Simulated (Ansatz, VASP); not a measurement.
## Cs in VASP and in Ansatz

INCAR

```
SYSTEM = Cs
  ALGO = Normal
  EDIFF = 1E-6
  ENCUT = 520
  GGA = CA
  ISIF = 2
  ISMEAR = -1
  LASPH = .TRUE.
  LCHARG = .FALSE.
  LREAL = .FALSE.
  LWAVE = .FALSE.
  NBANDS = 10
  NELM = 60
  PREC = Accurate
  SIGMA = 0.05
```

KPOINTS

```
k-points
0
G
  9 9 9
  0 0 0
```

Contents of POSCAR:

```
Cs
1.0
   -2.9620500000      2.9620500000      3.0225000000
    2.9620500000     -2.9620500000      3.0225000000
    2.9620500000      2.9620500000     -3.0225000000
Cs
1
Direct
    0.0000000000      0.0000000000      0.0000000000
```

Input for Ansatz:

```yaml
crystal:
  lattice:
    - [-2.96205, 2.96205, 3.0225]
    - [2.96205, -2.96205, 3.0225]
    - [2.96205, 2.96205, -3.0225]
  atoms:
    - { symbol: Cs, position: [0.0, 0.0, 0.0] }
kpoints:
  mp_grid: { grid: [9, 9, 9] }
  band_path:
    path:
      - [0.0, 0.0, 0.0]
      - [0.0, 0.0, 0.5]
      - [0.25, 0.25, 0.25]
      - [0.0, 0.5, 0.0]
      - [0.0, 0.0, 0.0]
      - [0.5, 0.5, -0.5]
      - [0.4901, 0.5099, -0.4901]
      - [-0.4901, 0.4901, 0.4901]
      - [0.0, 0.0, 0.0]
    npoints: 5
scf:
  occupations: { method: fermi_dirac, width: 0.05 }
hamiltonian:
  xc: lda
  pseudopotentials: { kind: all_electron, lapw: { basis_error: 0.001 } }
output:
  forces: true
  stress: true
  eigenvalues: true
```

Change from the starting cell: equal xx and yy strain of -2 %.

Alike in both runs: task single point; functional LDA; k mesh 9 × 9 × 9; occupations fermi-dirac, width 0.05 eV; no spin polarisation.

|  | VASP | Ansatz |
| --- | --- | --- |
| version | VASP 6.6.1 | Ansatz 0.2.0 |
| potentials or method | VASP PAW LDA potentials, release 64 (Cs_sv) | all-electron LAPW, scalar-relativistic |
| plane-wave cutoff (eV) | 520 | see its input |

|  | VASP | Ansatz | Ansatz less VASP |
| --- | --- | --- | --- |
| pressure (GPa) | -0.2 | -0.2 | +0.01 |

Ansatz ran all-electron here, so the differences hold the error of VASP's frozen core and of both bases.

The runs have no spin-orbit coupling, so splittings on Cs are missing.
